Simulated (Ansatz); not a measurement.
Input for Ansatz (plane-wave DFT), Hg:

```yaml
crystal:
  lattice:
    - [3.3834873764, 0.0, 0.0]
    - [1.6901280766, 2.9436480188, 0.0]
    - [0.0087720579, 1.878230948, 8.6180220157]
  atoms:
    - { symbol: Hg, position: [0.5, 0.0, 0.0] }
basis:
  ecutwfc: 530
kpoints:
  mp_grid: { grid: [6, 6, 2] }
hamiltonian:
  xc: pbe
scf:
  occupations: { method: gaussian, width: 0.1 }
  max_iter: 20
output:
  forces: true
  stress: true
  eigenvalues: true
```

Command:

```bash
ansatz run input.yaml --threads 1 --pin off --max-ram 1331MiB --backend cpu --events-out ev --progress --plain --runs-dir out
```

From the log (HF is the Harris–Foulkes energy, dr2 the density residual in eV):

```text
Pseudopotential: Hg, paw, valence charge 20, recommended cutoff 420 eV (normal)
Crystal: 1 atom, lattice volume = 85.834 Å³
Basis set: ecut = 530 eV, 2377 PW (Γ), exchange–correlation on 54×54×144 points (8 copies of the dense FFT grid, shifted against one another)
Bands: 14, of which v1, the nominal top of the filled ones, is band 10 counted from 1 (9 counted from 0)
Symmetry: 2 space group operations
Space group: P-1 (ITA 2), of the structure as read, at distance tolerance 4.4e-5 Å
k-points: 40 of 72
Initial density: superposition of atomic densities, corrected by the library's trained network
SCF iter   1: HF=-13813.362088 eV  Δρ=1.10e-3  dr2=1.90e-3
SCF iter   2: HF=-13813.363066 eV  Δρ=5.72e-4  dr2=3.34e-4
SCF iter   3: HF=-13813.363423 eV  Δρ=2.54e-4  dr2=5.84e-5
SCF iter   4: HF=-13813.363432 eV  Δρ=4.40e-5  dr2=1.20e-6
SCF iter   5: F=-13813.363434 eV  HF=-13813.363434 eV  Δρ=5.89e-6  dr2=2.34e-8
SCF iter   6: F=-13813.363434 eV  HF=-13813.363434 eV  Δρ=6.22e-7  dr2=2.07e-10
SCF 1 converged in 6 iterations: F = -13813.363434 eV  dr2 = 2.07e-10
SCF converged after 6 iterations
Free energy (F): -13813.363434 eV
E sigma→0 (E₀):  -13813.363434 eV
Fermi energy:    1.144562 eV
--- Forces (eV/Å), atoms counted from 1 ---
  atom   1  Hg     0.00000000     0.00000000     0.00000000
--- Stress (GPa, compression-positive) ---
        0.446033       0.001467      -0.000000
        0.001467       0.420657      -0.000002
       -0.000000      -0.000002      -0.000537
  P = ⅓ Tr σ = 0.2887 GPa (2.887 kbar)
```

These settings were drawn at random to show what each does; none of the numbers is a converged property of the crystal.